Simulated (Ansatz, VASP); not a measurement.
Two plane-wave programs on B

The input INCAR:

```
SYSTEM = B
PREC     = Accurate       ! precision mode
ENCUT    = 520            ! plane-wave cutoff, eV
EDIFF    = 1E-7           ! SCF threshold, eV
ISMEAR   = 0              ! smearing method
SIGMA    = 0.1            ! smearing width, eV
LREAL    = .False.        ! projectors in reciprocal space
LASPH    = .True.         ! aspherical terms in the spheres
NELM     = 80             ! most SCF steps
ALGO     = Normal         ! electronic algorithm
ISIF     = 2              ! what is computed and relaxed
LWAVE    = .False.        ! write WAVECAR
LCHARG   = .False.        ! write CHGCAR
GGA      = PE             ! functional
NBANDS   = 18             ! bands
```

The input KPOINTS:

```
Automatic mesh
0
Gamma
  6 6 6
  0 0 0
```

The input POSCAR:

```
B
1.0
   -2.3758787800      2.3758787800      2.3758787800
    2.3758787800     -2.3758787800      2.3758787800
    2.3758787800      2.3758787800     -2.3758787800
B
6
Direct
    0.5000000000      0.7500000000      0.2500000000
    0.7500000000      0.2500000000      0.5000000000
    0.7500000000      0.5000000000      0.2500000000
    0.5000000000      0.2500000000      0.7500000000
    0.2500000000      0.7500000000      0.5000000000
    0.2500000000      0.5000000000      0.7500000000
```

Input for Ansatz:

```yaml
crystal:
  lattice:
    - [-2.37587878, 2.37587878, 2.37587878]
    - [2.37587878, -2.37587878, 2.37587878]
    - [2.37587878, 2.37587878, -2.37587878]
  atoms:
    - { symbol: B, position: [0.5, 0.75, 0.25] }
    - { symbol: B, position: [0.75, 0.25, 0.5] }
    - { symbol: B, position: [0.75, 0.5, 0.25] }
    - { symbol: B, position: [0.5, 0.25, 0.75] }
    - { symbol: B, position: [0.25, 0.75, 0.5] }
    - { symbol: B, position: [0.25, 0.5, 0.75] }
basis:
  ecutwfc: 420
kpoints:
  mp_grid: { grid: [6, 6, 6] }
hamiltonian:
  xc: pbe
scf:
  occupations: { method: gaussian, width: 0.1 }
  lower_state_search: "off"
output:
  forces: true
  stress: true
  eigenvalues: true
```

Alike in both runs: task single point; functional PBE; k mesh 6 × 6 × 6; occupations gaussian, width 0.1 eV; no spin polarisation.

```csv
,VASP,Ansatz
version,VASP 6.6.1,Ansatz 0.2.0
potentials or method,"VASP PAW PBE potentials, release 64 (B)","scalar-relativistic, plane waves, PAW"
plane-wave cutoff (eV),520,420
valence electrons in the cell,18,18
```

|  | VASP | Ansatz | Ansatz less VASP |
| --- | --- | --- | --- |
| gap on the k mesh at the Fermi level (eV) | none | none | - |
| pressure (GPa) | 19.9 | 19.9 | 0.00 |

A gap of «none» marks a metal or a gap that the smearing closes.

Caveats: so large a pressure means that the cell lies far from this level's equilibrium, or that cutoff or potentials fall short (VASP).
